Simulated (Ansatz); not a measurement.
KCl (rocksalt): gap against strain (epitaxial in the xy plane)

KCl (rocksalt), relaxed with r2SCAN in Ansatz, then strained (epitaxial in the xy plane; changes of length per length, axes as in the cell below) with the atoms relaxed again within the symmetry that is left. It is cubic, Fm-3m (No. 225); a = 6.290 Å in the conventional setting, 31.10 Å³ an atom. Around K lie 6 Cl at 3.14 Å; around Cl lie 6 K at 3.14 Å. No spin polarisation and no zero-point or thermal motion.

```xyz
2
Lattice="0.0000 3.1448 3.1448 3.1448 0.0000 3.1448 3.1448 3.1448 0.0000" Properties=species:S:1:pos:R:3 pbc="T T T"
K     0.0000    0.0000    0.0000
Cl    3.1448    3.1448    3.1448
```

Gaps are the least over each mesh (PBE 8×8×8, r2SCAN 8×8×8, HSE06 6×6×6 when unstrained) and the special points, which keep their unstrained names; stress is the change from the unstrained cell, compression positive.

```csv
strain (%),free normal strain (%),"gap, PBE (eV)","gap, r2SCAN (eV)","gap, HSE06 (eV)","edges, HSE06","in-plane stress, r2SCAN (GPa)","energy rise, r2SCAN (meV/atom)"
-5.97,+1.79,5.506,6.143,6.843,Γ,+4.74,46.8
-5.91,+1.76,5.503,6.140,6.840,Γ,+4.67,45.7
-4.0,+1.07,5.418,6.057,6.747,Γ,+2.74,19.3
-3.0,+0.86,5.362,6.000,6.686,Γ,+1.90,10.4
0.0,0.00,5.194,5.831,6.505,Γ,0.00,0.0
+2.0,-0.44,5.065,5.697,6.368,Γ,-0.87,3.4
+3.0,-0.67,5.003,5.633,6.303,Γ,-1.22,7.4
+5.25,-1.28,4.876,5.501,6.169,Γ,-1.80,21.0
```

Between zero and the nearest strains the slope of the HSE06 gap against strain is -0.060 eV per percent for negative and -0.069 for positive strain.

The meshes of the hybrids are coarse, so their gaps aren't converged to the digits shown.
